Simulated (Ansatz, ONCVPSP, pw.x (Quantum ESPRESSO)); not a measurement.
silicon (Si): does the ONCV potential hold in the solid?

- Element: Si (Z = 14)
- Generator: ONCVPSP 4.0.1.1 (patched build)
- Type: optimised norm-conserving Vanderbilt (ONCV)
- Functional: LDA (Perdew-Wang 92)
- Relativity: scalar-relativistic
- Frozen core: [Ne]
- Valence charge: 4
- Reference configuration: 3s2 3p2
- Partial waves: 3s: rc 1.70 bohr, ncon 4, nbas 7, qcut 3.4 1/bohr, 2 projectors, debl 2.8 Ha; 3p: rc 2.10 bohr, ncon 4, nbas 7, qcut 3.7 1/bohr, 2 projectors, debl 1 Ha; d scattering state at 0.3 Ha: rc 2.10 bohr, ncon 4, nbas 9, qcut 4.9 1/bohr, 2 projectors, debl 3.2 Ha
- Local potential: polynomial inside 1.35 bohr (lpopt 4, dvloc0 -1 Ha)
- Core correction: polynomial model core, fcfact 0.55

Crystal test: bcc Si in pw.x 7.5, no spin, 15³ k-points, Fermi–Dirac smearing 0.01 Ry, cutoffs 85/340 Ry. The lattice is a test structure that the element need not adopt, and mesh and smearing are coarse.

pw.x input:

```
&control
  calculation='scf', prefix='x', pseudo_dir='./', outdir='./tmp', tstress=.true., disk_io='low'
/
&system
  ibrav=0, nat=1, ntyp=1, ecutwfc=85, ecutrho=340, nbnd=9,
  occupations='smearing', smearing='fd', degauss=0.01
/
&electrons
  conv_thr=1e-09, mixing_beta=0.4, electron_maxstep=70
/
ATOMIC_SPECIES
Si 1.0 Si.UPF
CELL_PARAMETERS angstrom
  -1.52143303 1.52143303 1.52143303
  1.52143303 -1.52143303 1.52143303
  1.52143303 1.52143303 -1.52143303
ATOMIC_POSITIONS crystal
Si 0.0000 0.0000 0.0000
K_POINTS automatic
15 15 15 0 0 0
```

```bash
pw.x < Si.scf.in > Si.scf.out
```

Question: How does the run end?

Answer: It converges; the pressure is -0.09 GPa against 0.22 GPa from all-electron LAPW.  The log shows:

```
Message from routine setup:
     using ibrav=0 with symmetry is DISCOURAGED, use correct ibrav instead
     lattice parameter (alat)  =       4.9798  a.u.
     unit-cell volume          =      95.0638 (a.u.)^3
     number of electrons       =         4.00
     number of Kohn-Sham states=            9
     kinetic-energy cutoff     =      85.0000  Ry
     charge density cutoff     =     340.0000  Ry
     scf convergence threshold =      1.0E-09
     Exchange-correlation= SLA  PW   NOGX NOGC
     number of k points=   120  Fermi-Dirac smearing, width (Ry)=  0.0100
     iteration #  1     ecut=    85.00 Ry     beta= 0.40
     total energy              =     -10.87162650 Ry
     estimated scf accuracy    <       0.00353425 Ry
     iteration #  2     ecut=    85.00 Ry     beta= 0.40
     total energy              =     -10.87117689 Ry
     estimated scf accuracy    <       0.00103450 Ry
     iteration #  3     ecut=    85.00 Ry     beta= 0.40
     total energy              =     -10.87125318 Ry
     estimated scf accuracy    <       0.00000663 Ry
     iteration #  4     ecut=    85.00 Ry     beta= 0.40
     total energy              =     -10.87125504 Ry
     estimated scf accuracy    <       0.00000001 Ry
     iteration #  5     ecut=    85.00 Ry     beta= 0.40
     total energy              =     -10.87125508 Ry
     estimated scf accuracy    <          1.7E-09 Ry
     iteration #  6     ecut=    85.00 Ry     beta= 0.40
     the Fermi energy is    10.7405 ev
!    total energy              =     -10.87125508 Ry
     estimated scf accuracy    <          5.0E-10 Ry
     smearing contrib. (-TS)   =      -0.00182948 Ry
     The total energy is F=E-TS. E is the sum of the following terms:
     one-electron contribution =       4.86427587 Ry
     hartree contribution      =       0.02816064 Ry
     xc contribution           =      -5.63562260 Ry
     ewald contribution        =     -10.12623951 Ry
     convergence has been achieved in   6 iterations
          total   stress  (Ry/bohr**3)                   (kbar)     P=       -0.92
```
